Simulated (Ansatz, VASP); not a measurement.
**Two plane-wave programs on LiF**

File INCAR:

```
PREC = Accurate
ENCUT = 520
EDIFF = 1E-7
ISMEAR = 0
SIGMA = 0.05
LREAL = F
LASPH = T
NELM = 60
ALGO = Normal
ISIF = 2
LWAVE = F
LCHARG = F
GGA = PE
IVDW = 13
NBANDS = 12
```

The input KPOINTS:

```
Automatic mesh
0
Gamma
  10 10 10
```

File POSCAR:

```
LiF
1.0
    0.0000000000      2.0087244761      2.0087244761
    2.0087244761      0.0000000000      2.0087244761
    2.0087244761      2.0087244761      0.0000000000
Li F
1 1
Direct
    0.0000000000      0.0000000000      0.0000000000
    0.5000000000      0.5000000000      0.5000000000
```

Input for Ansatz:

```yaml
crystal:
  lattice:
    - [0.0, 2.0087244761, 2.0087244761]
    - [2.0087244761, 0.0, 2.0087244761]
    - [2.0087244761, 2.0087244761, 0.0]
  atoms:
    - { symbol: Li, position: [0.0, 0.0, 0.0] }
    - { symbol: F, position: [0.5, 0.5, 0.5] }
basis:
  ecutwfc: 420
  ecutrho_ratio: 4
kpoints:
  mp_grid: { grid: [10, 10, 10] }
hamiltonian:
  xc: pbe
  dispersion: d4
scf:
  occupations: { method: gaussian, width: 0.05 }
output:
  forces: true
  stress: true
  eigenvalues: true
```

Alike in both runs: task single point; functional PBE; dispersion D4; k mesh 10 × 10 × 10; occupations gaussian, width 0.05 eV; no spin polarisation.

|  | VASP | Ansatz |
| --- | --- | --- |
| version | VASP 6.6.1 | Ansatz 0.2.0 |
| potentials or method | VASP PAW PBE potentials, release 64 (Li_sv, F) | scalar-relativistic, plane waves, PAW |
| plane-wave cutoff (eV) | 520 | 420 |
| valence electrons in the cell | 10 | 10 |

|  | VASP | Ansatz | Ansatz less VASP |
| --- | --- | --- | --- |
| gap on the k mesh at the Fermi level (eV) | 9.17 | 9.16 | -0.006 |
| least direct gap on the mesh (eV) | 9.17 | 9.16 | -0.006 |
| dispersion energy (meV/atom) | -63.2 | -63.2 | -0.03 |

 A k mesh can miss the band edges.
